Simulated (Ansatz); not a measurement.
LiF (NiAs type), relaxed with r2SCAN: it is hexagonal, P6_3/mmc (No. 194); conventional cell a = 2.776 Å, c = 4.783 Å, 7.98 Å³ an atom. Li has 6 F at 2.00 Å; F has 6 Li at 2.00 Å. One-shot G0W0@PBE in Ansatz on a 6×6×4 mesh (contour deformation, no spin-orbit coupling), from a PBE gap of 9.215 eV over the mesh points (the G0W0 gap is direct on the mesh); the number N of bands summed and the screening cutoff rise together. No spin polarisation. The prototype was imposed, so other structures may be more stable.

```tsv
N	cutoff (eV)	1000/N	G0W0 gap (eV)
61	80	16.393	13.316
130	140	7.692	13.406
```

**Lay a straight line in 1000/N through these rows.** The slope is -0.0103 eV per unit of 1000/N and the intercept 13.486 eV.

**Predict the gap at N = 230 (210 eV).** 13.486 + (-0.0103) × 4.348 = 13.441 eV; the run gives 13.587 eV, +0.146 eV from the line.

**With that run's result added, what limit do the last two rows suggest?** Their slope is (13.587 − 13.406)/(4.348 − 7.692) = -0.0541, which meets 1/N = 0 at 13.82 eV, against 13.486 eV from the first line. The slope steepens, so 1/N isn't yet asymptotic and the true limit probably lies higher still; the k mesh isn't extrapolated.
